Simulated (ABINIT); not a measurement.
The system is Re.

```
Re
1.0
     2.76639    0.00000    0.00000
    -1.38319    2.39576    0.00000
     0.00000    0.00000    8.93885
Re
4
Direct
  0.66667 0.33333 0.75000
  0.00000 0.00000 0.50000
  0.33333 0.66667 0.25000
  0.00000 0.00000 0.00000
```

Base run:

- Program: ABINIT 10.8.3 (patched build)
- Functional: BLYP
- Potentials or basis: JTH PAW PBE v2.0
- Cutoff: 599 eV
- k mesh: 11 × 11 × 3
- Occupations: fermi-dirac, width 0.05 eV
- Spin: no spin polarisation

Its results: band gap on the k mesh none (metal or under the smearing width); pressure 16.5 GPa.

Problem. After a change of settings the same cell gave: band gap on the k mesh none (metal or under the smearing width); pressure -9.7 GPa. Which change was it?
A. functional from BLYP to PBEsol; k mesh from 11 × 11 × 3 to 14 × 14 × 4
B. functional from BLYP to PW91
C. functional from BLYP to PBEsol; k mesh from 11 × 11 × 3 to 9 × 9 × 2
D. functional from BLYP to SOGGA

Solution. D.

SOGGA binds more tightly than BLYP, so the same cell stands under less pressure.

Caveats: spin-orbit coupling is left out, which moves the levels of the heavy elements; so large a pressure means that the cell lies far from this level's equilibrium, or that cutoff or potentials fall short (some runs); the potentials were made for another functional, which shifts forces and pressure (some runs); the PAW data sets were made with another functional, which shifts forces and pressure a little (some runs).

Runs at the PBE level aren't shown here.
